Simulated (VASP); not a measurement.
Here is a VASP 6.6.1 calculation.

File POSCAR:

```
CdSe
1.0
    4.3096852295      0.0000000000      0.0000000000
   -2.1548426148      3.7322968911      0.0000000000
    0.0000000000      0.0000000000      7.0351851828
  Cd              Se
     2     2
Direct
     0.3333333332999970    0.6666666667000030    0.0046653508420675
     0.6666666667000030    0.3333333332999970    0.5046653508420675
     0.3333333332999970    0.6666666667000030    0.3803346491579305
     0.6666666667000030    0.3333333332999970    0.8803346491579305
```

File INCAR.step1:

```
PREC = Accurate ; ENCUT = 600
EDIFF = 1E-8 ; ISMEAR = 0
SIGMA = 0.03 ; LREAL = F
LASPH = T ; NELM = 80
ALGO = Normal ; ISIF = 3
LWAVE = F ; LCHARG = F
GGA = PS ; KPAR = 2
IBRION = 2 ; NSW = 40
EDIFFG = -0.002
```

File INCAR.step2:

```
PREC = Accurate ; ENCUT = 600
EDIFF = 1E-8 ; ISMEAR = 0
SIGMA = 0.03 ; LREAL = F
LASPH = T ; NELM = 80
ALGO = Normal ; ISIF = 3
LWAVE = F ; LCHARG = F
GGA = PS ; KPAR = 2
IBRION = 6 ; NFREE = 2
POTIM = 0.015 ; NSW = 1
LEPSILON = T
```

KPOINTS

```
Automatic mesh
0
Gamma
  12 12 6
```

Potentials or basis: VASP PAW PBE potentials, release 64 (Cd, Se).

Command:

```console
$ cat potpaw_PBE.64/Cd/POTCAR potpaw_PBE.64/Se/POTCAR > POTCAR
$ cp INCAR.step1 INCAR
$ mpirun -np 2 vasp_std > vasp.out
$ cp CONTCAR POSCAR
$ cp INCAR.step2 INCAR
$ mpirun -np 2 vasp_std > vasp.out
```

Estimate the electronic dielectric tensor (diagonal).

9.14, 9.14, 9.04.

Predict the Born charges (mean of the diagonal).

Cd +2.22; Se -2.22 e.

What does it give for the highest phonon frequency at Γ, LO-TO splitting left out?

184 cm⁻¹.

Elastic tensor in Voigt notation (GPa, in the Cartesian axes of the cell as first typed):
```
73 44 38  0  0  0
44 73 38  0  0  0
38 38 83  0  0  0
 0  0  0 13  0  0
 0  0  0  0 13  0
 0  0  0  0  0 14
```

Caveat: the PAW data sets were made with another functional, which shifts forces and pressure a little.
